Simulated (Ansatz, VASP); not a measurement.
This is a calculation of KI for Ansatz 0.2.0. 

Contents of input.yaml:

```yaml
crystal:
  lattice:
    - [0.0, 3.532775, 3.532775]
    - [3.532775, 0.0, 3.532775]
    - [3.532775, 3.532775, 0.0]
  atoms:
    - { symbol: I, position: [0.5, 0.5, 0.5] }
    - { symbol: K, position: [0.0, 0.0, 0.0] }
kpoints:
  mp_grid: { grid: [7, 7, 7] }
scf:
  occupations: { method: gaussian, width: 0.02 }
hamiltonian:
  xc: pbesol
  pseudopotentials: { kind: all_electron, lapw: { basis_error: 0.001 } }
output:
  forces: true
  stress: true
  eigenvalues: true
```

Potentials or basis: all-electron LAPW, scalar-relativistic.

The run is started by

```sh
$ ansatz run input.yaml --threads 1 --pin off --max-ram 3072MiB --backend cpu --events-out ev --progress --plain --runs-dir out
```

Q: Set up the same calculation for VASP 6.6.1. Potentials or basis there: PBE PAW files I, K_sv, 520 eV.

A: As run (cutoffs and basis follow the program's own potentials, and thresholds, step limits or extra output files can differ):

File INCAR:

```
SYSTEM = KI
PREC = Accurate
ENCUT = 520
EDIFF = 1E-6
ISMEAR = 0
SIGMA = 0.02
LREAL = .False.
LASPH = .True.
NELM = 60
ALGO = Fast
ISIF = 2
LWAVE = .False.
LCHARG = .False.
GGA = PS
```

KPOINTS

```
regular mesh
0
Gamma
  7 7 7
  0 0 0
```

POSCAR

```
KI
1.0
    0.0000000000      3.5327750000      3.5327750000
    3.5327750000      0.0000000000      3.5327750000
    3.5327750000      3.5327750000      0.0000000000
I K
1 1
Cartesian
    3.5327750000      3.5327750000      3.5327750000
    0.0000000000      0.0000000000      0.0000000000
```

Potentials or basis: VASP PAW PBE potentials, release 64 (I, K_sv).

Run with:

```bash
$ cat potpaw_PBE.64/I/POTCAR potpaw_PBE.64/K_sv/POTCAR > POTCAR
$ mpirun -np 1 vasp_std > vasp.out
```

Both were run:

|  | Ansatz | VASP |
| --- | --- | --- |
| Pressure | -0.3 GPa | -0.3 GPa |

VASP's potentials were made for PBE.

Where Ansatz's input types no cutoff or centring, it takes its own default and a Γ-centred mesh.

Pressure is positive in compression.
